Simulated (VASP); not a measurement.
# BN in VASP: a series of runs, part 2 of 3

VASP 6.6.1. The steps go on from the part before.

### 4 Phonons, LDA

This run uses another cell than the first one, of 22.04 Å³/atom, 0.986 times its volume.

POSCAR reads:

```
BN
1.0
    2.4896921033     -0.0000000000      0.0000000000
   -1.2448460516      2.1561366044      0.0000000000
    0.0000000000      0.0000000000     24.6357000000
  B               N
     3     3
Direct
     0.6666666699999979    0.3333333300000021    0.3681235578160195
     0.3333333300000021    0.6666666699999979    0.5000000000000000
     0.6666666699999979    0.3333333300000021    0.6318764421839805
     0.3333333300000021    0.6666666699999979    0.3680352337451239
     0.6666666699999979    0.3333333300000021    0.5000000000000000
     0.3333333300000021    0.6666666699999979    0.6319647662548762
```

INCAR.step1 reads:

```
SYSTEM = BN
  PREC = Accurate
  ENCUT = 600
  EDIFF = 1E-8
  ISMEAR = 0
  SIGMA = 0.03
  LREAL = .FALSE.
  LASPH = .TRUE.
  NELM = 80
  ALGO = Normal
  ISIF = 2
  LWAVE = .FALSE.
  LCHARG = .FALSE.
  LATTICE_CONSTRAINTS = .TRUE. .TRUE. .FALSE.
  KPAR = 4
  IBRION = 2
  NSW = 40
  EDIFFG = -0.002
```

INCAR.step2 reads:

```
SYSTEM = BN
  PREC = Accurate
  ENCUT = 600
  EDIFF = 1E-8
  ISMEAR = 0
  SIGMA = 0.03
  LREAL = .FALSE.
  LASPH = .TRUE.
  NELM = 80
  ALGO = Normal
  ISIF = 2
  LWAVE = .FALSE.
  LCHARG = .FALSE.
  LATTICE_CONSTRAINTS = .TRUE. .TRUE. .FALSE.
  KPAR = 4
  IBRION = 6
  NFREE = 2
  POTIM = 0.015
  NSW = 1
```

KPOINTS reads:

```
regular mesh
0
G
  15 15 1
  0 0 0
```

Potentials or basis: VASP PAW LDA potentials, release 64 (B, N).

The run is started by

```
cat potpaw_LDA.64/B/POTCAR potpaw_LDA.64/N/POTCAR > POTCAR
cp INCAR.step1 INCAR
mpirun -np 4 vasp_std > vasp.out
cp CONTCAR POSCAR
cp INCAR.step2 INCAR
mpirun -np 4 vasp_std > vasp.out
```

OUTCAR:

```text
SYSTEM = BN
   PREC = Accurate
   ENCUT = 600
   EDIFF = 1E-8
   ISMEAR = 0
   LREAL = .FALSE.
   LASPH = .TRUE.
   NELM = 80
   ISIF = 2
   IBRION = 6
   NFREE = 2
   POTIM = 0.015
   NSW = 1

 ion  position               nearest neighbor table
   1  0.667  0.333  0.368-   4 1.44   4 1.44   4 1.44
   2  0.333  0.667  0.500-   5 1.44   5 1.44   5 1.44
   3  0.667  0.333  0.632-   6 1.44   6 1.44   6 1.44
   4  0.333  0.667  0.368-   1 1.44   1 1.44   1 1.44
   5  0.667  0.333  0.500-   2 1.44   2 1.44   2 1.44
[... 925 lines left out ...]
  y   -13.58525    13.58525    -0.00000     0.00000    -0.24345    -0.00000
  z     0.01327     0.01327    -0.66930     0.00000    -0.00000    -0.00000

 Eigenvectors and eigenvalues of the dynamical matrix
 ----------------------------------------------------

   1 f  =   41.418306 THz   260.238889 2PiTHz 1381.565962 cm-1   171.292271 meV
             X         Y         Z           dx          dy          dz
      1.244846  0.718712  9.069109    -0.514838   -0.002762    0.000000
     -0.000000  1.437424 12.317850    -0.184801   -0.000992    0.000000
      1.244846  0.718712 15.566591    -0.514838   -0.002762    0.000000
     -0.000000  1.437424  9.066704     0.452433    0.002428   -0.000000
      1.244846  0.718712 12.317850     0.162211    0.000870   -0.000000
     -0.000000  1.437424 15.568996     0.452433    0.002428    0.000000
[... 145 lines left out ...]
  18 f/i=    0.007113 THz     0.044695 2PiTHz    0.237280 cm-1     0.029419 meV
             X         Y         Z           dx          dy          dz
      1.244846  0.718712  9.069109    -0.000000    0.000000    0.381752
     -0.000000  1.437424 12.317850    -0.000000    0.000000    0.379871
      1.244846  0.718712 15.566591    -0.000000    0.000000    0.381752
     -0.000000  1.437424  9.066704    -0.000000    0.000000    0.434407
      1.244846  0.718712 12.317850    -0.000000    0.000000    0.432214
     -0.000000  1.437424 15.568996    -0.000000    0.000000    0.434407

 ELASTIC MODULI CONTR FROM IONIC RELAXATION (kBar)
 Direction    XX          YY          ZZ          XY          YZ          ZX
 --------------------------------------------------------------------------------
 XX        -160.0015    159.1428     -5.5105     -0.0000     -0.0000      0.0000
 YY         159.1428   -160.0015     -5.5105     -0.0000      0.0000     -0.0000
 ZZ          -5.5105     -5.5105    -71.8500     -0.0000     -0.0000     -0.0000
 XY          -0.0000     -0.0000     -0.0000   -159.5721     -0.0000     -0.0000
 YZ          -0.0000      0.0000     -0.0000     -0.0000    -15.7258     -0.0000
 ZX           0.0000     -0.0000     -0.0000     -0.0000     -0.0000    -15.7258
 --------------------------------------------------------------------------------
```

Wall time 16 min (4 MPI ranks of Intel Xeon Platinum 8488C (Sapphire Rapids), shared host); peak memory 0.59 GiB.

What came out:

```yaml
Highest_phonon_frequency_at_Γ_LO-TO_splitting_left_out: 1382 cm⁻¹
```

Phonon frequencies in cm⁻¹ (negative: imaginary):
```csv
q point,frequencies
"(0.000, 0.000, 0.000)",0 0 0 23 23 42 42 56 98 809 814 818 1381 1381 1382 1382 1382 1382
```

### 5 Phonons, PBE+D3(BJ)

POSCAR reads:

```
BN
1.0
    2.5072829611      0.0000000000      0.0000000000
   -1.2536414805      2.1713707339      0.0000000000
    0.0000000000      0.0000000000     24.6357000000
  B               N
     3     3
Direct
     0.6666666699999979    0.3333333300000021    0.3653495667955701
     0.3333333300000021    0.6666666699999979    0.5000000000000000
     0.6666666699999979    0.3333333300000021    0.6346504332044300
     0.3333333300000021    0.6666666699999979    0.3652778345470445
     0.6666666699999979    0.3333333300000021    0.5000000000000000
     0.3333333300000021    0.6666666699999979    0.6347221654529555
```

INCAR.step1 reads:

```
SYSTEM = BN
ALGO = Fast
EDIFF = 1E-8
EDIFFG = -0.002
ENCUT = 600
GGA = PE
IBRION = 2
ISIF = 2
ISMEAR = 0
IVDW = 12
KPAR = 4
LASPH = .TRUE.
LATTICE_CONSTRAINTS = .TRUE. .TRUE. .FALSE.
LCHARG = .FALSE.
LREAL = .FALSE.
LWAVE = .FALSE.
NELM = 80
NSW = 40
PREC = Accurate
SIGMA = 0.03
```

INCAR.step2 reads:

```
SYSTEM = BN
ALGO = Fast
EDIFF = 1E-8
ENCUT = 600
GGA = PE
IBRION = 6
ISIF = 2
ISMEAR = 0
IVDW = 12
KPAR = 4
LASPH = .TRUE.
LATTICE_CONSTRAINTS = .TRUE. .TRUE. .FALSE.
LCHARG = .FALSE.
LREAL = .FALSE.
LWAVE = .FALSE.
NELM = 80
NFREE = 2
NSW = 1
POTIM = 0.015
PREC = Accurate
SIGMA = 0.03
```

KPOINTS reads:

```
k-points
0
G
  15 15 1
  0 0 0
```

Potentials or basis: VASP PAW PBE potentials, release 64 (B, N).

The run is started by

```
cat potpaw_PBE.64/B/POTCAR potpaw_PBE.64/N/POTCAR > POTCAR
cp INCAR.step1 INCAR
mpirun -np 4 vasp_std > vasp.out
cp CONTCAR POSCAR
cp INCAR.step2 INCAR
mpirun -np 4 vasp_std > vasp.out
```

OUTCAR:

```text
SYSTEM = BN
   EDIFF = 1E-8
   ENCUT = 600
   GGA = PE
   IBRION = 6
   ISIF = 2
   ISMEAR = 0
   IVDW = 12
   LASPH = .TRUE.
   LREAL = .FALSE.
   NELM = 80
   NFREE = 2
   NSW = 1
   POTIM = 0.015
   PREC = Accurate
 IVDW          = 12

 ion  position               nearest neighbor table
   1  0.667  0.333  0.364-   4 1.45   4 1.45   4 1.45
   2  0.333  0.667  0.500-   5 1.45   5 1.45   5 1.45
   3  0.667  0.333  0.636-   6 1.45   6 1.45   6 1.45
   4  0.333  0.667  0.364-   1 1.45   1 1.45   1 1.45
   5  0.667  0.333  0.500-   2 1.45   2 1.45   2 1.45
   6  0.333  0.667  0.636-   3 1.45   3 1.45   3 1.45

  LATTYP: Found a hexagonal cell.
 ALAT       =     2.5072829611
 C/A-ratio  =     9.8256560517

  Lattice vectors:

[... 922 lines left out ...]
  FREE ENERGIE OF THE ION-ELECTRON SYSTEM (eV)
  ---------------------------------------------------
  free  energy   TOTEN  =       -53.4670846711 eV

  energy  without entropy=      -53.4670846711  energy(sigma->0) =      -53.46708467

 INTERNAL STRAIN TENSORS FROM DISPLACED ATOMS
 ============================================

 INTERNAL STRAIN TENSOR FOR ION    1 for displacements in x,y,z  (eV/Angst):
          X           Y           Z          XY          YZ          ZX
  --------------------------------------------------------------------------------
  x     0.00000    -0.00000    -0.00000    12.25971    -0.00000    -0.03675
  y    12.25971   -12.25971     0.00000    -0.00000    -0.03675    -0.00000
  z     0.01471     0.01471     0.26544     0.00000     0.00000     0.00000

 INTERNAL STRAIN TENSOR FOR ION    6 for displacements in x,y,z  (eV/Angst):
          X           Y           Z          XY          YZ          ZX
  --------------------------------------------------------------------------------
  x    -0.00000     0.00000    -0.00000   -12.33749    -0.00000    -0.18136
  y   -12.33749    12.33749     0.00000     0.00000    -0.18136    -0.00000
  z     0.07887     0.07887    -0.67227     0.00000     0.00000     0.00000

 Eigenvectors and eigenvalues of the dynamical matrix
 ----------------------------------------------------

   1 f  =   40.511890 THz   254.543714 2PiTHz 1351.331202 cm-1   167.543640 meV
             X         Y         Z           dx          dy          dz
      1.253641  0.723790  8.979105    -0.531132   -0.002716    0.000000
     -0.000000  1.447580 12.317850    -0.000000    0.000000   -0.000000
      1.253641  0.723790 15.656595     0.531132    0.002716   -0.000000
     -0.000000  1.447580  8.977477     0.466783    0.002387    0.000000
      1.253641  0.723790 12.317850     0.000000   -0.000000    0.000000
     -0.000000  1.447580 15.658223    -0.466783   -0.002387   -0.000000
[... 145 lines left out ...]
  18 f/i=    0.002400 THz     0.015078 2PiTHz    0.080047 cm-1     0.009925 meV
             X         Y         Z           dx          dy          dz
      1.253641  0.723790  8.979105     0.000000    0.000000    0.380880
     -0.000000  1.447580 12.317850     0.000000    0.000000    0.381548
      1.253641  0.723790 15.656595     0.000000    0.000000    0.380880
     -0.000000  1.447580  8.977477     0.000000    0.000000    0.433445
      1.253641  0.723790 12.317850     0.000000    0.000000    0.434205
     -0.000000  1.447580 15.658223     0.000000    0.000000    0.433445

 ELASTIC MODULI CONTR FROM IONIC RELAXATION (kBar)
 Direction    XX          YY          ZZ          XY          YZ          ZX
 --------------------------------------------------------------------------------
 XX        -135.7165    135.0051      5.1715     -0.0000      0.0000      0.0000
 YY         135.0051   -135.7165      5.1715     -0.0000     -0.0000     -0.0000
 ZZ           5.1715      5.1715    -75.5686      0.0000     -0.0000     -0.0000
 XY          -0.0000     -0.0000      0.0000   -135.3608      0.0000      0.0000
 YZ           0.0000     -0.0000     -0.0000      0.0000    -10.6171     -0.0000
 ZX           0.0000     -0.0000     -0.0000      0.0000     -0.0000    -10.6172
 --------------------------------------------------------------------------------
```

OSZICAR.step1:

```text
N       E                     dE             d eps       ncg     rms          rms(c)
DAV:   1     0.209806554754E+03    0.20981E+03   -0.11563E+04   864   0.136E+03
DAV:   2    -0.370145496783E+02   -0.24682E+03   -0.23659E+03  1304   0.295E+02
DAV:   3    -0.578502347088E+02   -0.20836E+02   -0.20811E+02  1048   0.109E+02
[... 189 lines left out ...]
RMM:  10    -0.527684245580E+02   -0.21506E-06   -0.31974E-08   619   0.116E-03    0.143E-04
RMM:  11    -0.527684248338E+02   -0.27588E-06   -0.42603E-08   622   0.857E-04    0.783E-05
RMM:  12    -0.527684249150E+02   -0.81163E-07   -0.11134E-08   523   0.464E-04    0.703E-05
RMM:  13    -0.527684249671E+02   -0.52146E-07   -0.78025E-09   475   0.348E-04    0.291E-05
RMM:  14    -0.527684249731E+02   -0.59163E-08   -0.19447E-09   401   0.232E-04
  15 F= -.53468716E+02 E0= -.53468716E+02  d E =-.121319E-03
```

Wall time 11 min (4 MPI ranks of Intel Xeon Platinum 8488C (Sapphire Rapids), shared host); peak memory 0.61 GiB.

What came out:

- Highest phonon frequency at Γ, LO-TO splitting left out: 1351 cm⁻¹
- Dispersion energy per atom: -0.117 eV

Step by step:
```tsv
step	energy change (eV)	largest force (eV/Å)	pressure (GPa)	volume (Å³)
1	0.0000	0.0041	-0.03	134.12
2	0.0000	0.0034	-0.03	134.12
3	0.0000	0.0074	-0.03	134.12
4	0.0000	0.0158	-0.03	134.12
5	0.0000	0.0119	-0.03	134.12
6	0.0000	0.0118	-0.03	134.12
7	0.0000	0.0117	-0.03	134.12
8	0.0000	0.0115	-0.03	134.12
9	0.0000	0.0112	-0.03	134.12
10	0.0000	0.0107	-0.03	134.12
11	0.0000	0.0096	-0.03	134.12
12	-0.0001	0.0074	-0.03	134.12
13	-0.0001	0.0031	-0.04	134.12
14	-0.0001	0.0054	-0.05	134.12
15	-0.0001	0.0002	-0.04	134.12
```

Phonon frequencies in cm⁻¹ (negative: imaginary):
| q point | frequencies |
| --- | --- |
| (0.000, 0.000, 0.000) | 0 0 0 23 23 38 38 55 97 793 798 801 1351 1351 1351 1351 1351 1351 |

[end of part 2 of 3]
